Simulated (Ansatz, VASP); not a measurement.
Sb in VASP and in Ansatz

```xyz
4
Lattice="4.5577 0.0000 0.0000 0.0000 4.4504 0.0000 -1.3293 0.0000 6.4065" Properties=species:S:1:pos:R:3 pbc="T T T"
Sb    0.6405    1.1126    4.3799
Sb    3.2550    3.3378    4.8866
Sb   -0.0266    1.1126    1.5199
Sb    2.5879    3.3378    2.0266
```

This isn't the form of Sb at room conditions, which is rhombohedral.

Alike in both runs: task single point; functional LDA; k mesh 6 × 6 × 4; occupations fermi-dirac, width 0.05 eV; no spin polarisation.

```csv
,VASP,Ansatz
version,VASP 6.6.1,Ansatz 0.2.0
potentials or method,"VASP PAW LDA potentials, release 64 (Sb)",Ansatz PAW
plane-wave cutoff (eV),520,420
valence electrons in the cell,20,60
```

VASP gave:

| Quantity | Value |
| --- | --- |
| gap on the k mesh at the Fermi level (eV) | none |
| pressure (GPa) | -4.0 |
| largest component of the traceless stress (GPa) | 0.65 |
| rms of the force components (eV/Å) | 0.149 |

Which values does Ansatz return?

gap on the k mesh at the Fermi level (eV): none; pressure (GPa): -4.2; largest component of the traceless stress (GPa): 0.66; rms of the force components (eV/Å): 0.177.

Atom by atom the forces differ by 0.030 eV/Å (rms over components). A gap of «none» marks a metal or a gap that the smearing closes. The two sets of potentials don't hold the same shells in valence.

Caveats: the PAW data sets come from PBE, with cores solved anew for the run's functional, which leaves a small shift of forces and pressure (Ansatz). Spin-orbit coupling is left out, which matters for the levels of Sb.
